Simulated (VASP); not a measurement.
A run of VASP 6.6.1 is set up as follows.

The input INCAR:

```
SYSTEM = Hf
  PREC = Accurate
  ENCUT = 600
  EDIFF = 1E-6
  ISMEAR = -1
  SIGMA = 0.05
  LREAL = .False.
  LASPH = .True.
  NELM = 80
  ALGO = Normal
  ISIF = 3
  LWAVE = .False.
  LCHARG = .False.
  GGA = PE
  IBRION = 2
  NSW = 60
  EDIFFG = -0.005
```

Contents of KPOINTS:

```
regular mesh
0
Gamma
  10 10 5
  0 0 0
```

Contents of POSCAR:

```
Hf
1.0
    3.1967000000      0.0000000000      0.0000000000
   -1.5983500000      2.7684234083      0.0000000000
    0.0000000000      0.0000000000      5.0578000000
Hf
2
Direct
    0.6666666667      0.3333333333      0.7500000000
    0.3333333333      0.6666666667      0.2500000000
```

Potentials or basis: VASP PAW PBE potentials, release 64 (Hf_sv_GW).

Run with:

```bash
$ cat potpaw_PBE.64/Hf_sv_GW/POTCAR > POTCAR
$ mpirun -np 1 vasp_std > vasp.out
```

Task: Predict the band gap on the k mesh.

Result: None (metal or under the smearing width).

Task: Predict the space group after relaxing (to 0.05 Å).

Result: P6_3/mmc (No. 194).

Task: What does it give for the relaxed volume?

Result: 22.45 Å³/atom.

Task: Predict the relaxed cell.

Result: a = 3.203 Å, b = 3.203 Å, c = 5.052 Å, α = 90.00°, β = 90.00°, γ = 120.00°.

Step by step:
| step | energy change (eV) | largest force (eV/Å) | pressure (GPa) | volume (Å³) |
| --- | --- | --- | --- | --- |
| 1 | 0.0000 | 0.0000 | 0.31 | 44.76 |
| 2 | -0.0001 | 0.0000 | -0.36 | 45.04 |
| 3 | -0.0002 | 0.0000 | -0.06 | 44.91 |
| 4 | -0.0002 | 0.0000 | -0.03 | 44.89 |
| 5 | -0.0002 | 0.0000 | 0.04 | 44.88 |
| 6 | -0.0002 | 0.0000 | 0.02 | 44.89 |
| 7 | -0.0002 | 0.0000 | 0.03 | 44.89 |
| 8 | -0.0002 | 0.0000 | 0.03 | 44.89 |
| 9 | -0.0002 | 0.0000 | 0.02 | 44.89 |
| 10 | -0.0002 | 0.0000 | -0.02 | 44.91 |
| 11 | -0.0002 | 0.0000 | -0.10 | 44.90 |
| 12 | -0.0002 | 0.0000 | -0.08 | 44.89 |
| 13 | -0.0002 | 0.0000 | -0.03 | 44.89 |
| 14 | -0.0002 | 0.0000 | 0.00 | 44.89 |

Spin-orbit coupling is left out, which matters for the levels of Hf.
